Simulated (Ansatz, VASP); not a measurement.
One calculation of Ge, two programs

The input INCAR:

```
SYSTEM = Ge
PREC = Accurate ; ENCUT = 520
EDIFF = 1E-7 ; ISMEAR = -1
SIGMA = 0.05 ; LREAL = .FALSE.
LASPH = .TRUE. ; NELM = 80
ALGO = Normal ; ISIF = 2
LWAVE = .FALSE. ; LCHARG = .TRUE.
GGA = PS ; LELF = .TRUE.
LVHAR = .TRUE. ; NBANDS = 13
```

Contents of KPOINTS:

```
regular mesh
0
G
  11 11 10
  0 0 0
```

POSCAR

```
Ge
1.0
    1.3782662934     -2.5653695835      0.0000000000
    1.3782662934      2.5653695835      0.0000000000
    0.0000000000      0.0000000000      2.6617639486
Ge
1
Direct
    0.5000000000      0.5000000000      0.0000000000
```

The input input.yaml:

```yaml
crystal:
  lattice:
    - [1.3782662934, -2.5653695835, 0.0]
    - [1.3782662934, 2.5653695835, 0.0]
    - [0.0, 0.0, 2.6617639486]
  atoms:
    - { symbol: Ge, position: [0.5, 0.5, 0.0] }
kpoints:
  mp_grid: { grid: [11, 11, 10] }
scf:
  occupations: { method: fermi_dirac, width: 0.05 }
hamiltonian:
  xc: pbesol
  pseudopotentials: { kind: all_electron, lapw: { basis_error: 0.001 } }
output:
  forces: true
  stress: true
  eigenvalues: true
```

Change from the starting cell: volume scaled by 0.96.

Alike in both runs: task single point; functional PBEsol; k mesh 11 × 11 × 10; occupations fermi-dirac, width 0.05 eV; no spin polarisation.

|  | VASP | Ansatz |
| --- | --- | --- |
| version | VASP 6.6.1 | Ansatz 0.2.0 |
| potentials or method | VASP PAW PBE potentials, release 64 (Ge_d) | all-electron LAPW, scalar-relativistic |
| plane-wave cutoff (eV) | 520 | see its input |

```tsv
	VASP	Ansatz	Ansatz less VASP
gap on the k mesh at the Fermi level (eV)	none	none	-
pressure (GPa)	-1.6	-1.4	+0.17
largest component of the traceless stress (GPa)	1.84	1.86	+0.025
```

A gap of «none» marks a metal or a gap that the smearing closes. Ansatz ran all-electron here, so the differences hold the error of VASP's frozen core and of both bases.

Caveats: the PAW data sets were made with another functional, which shifts forces and pressure a little (VASP).
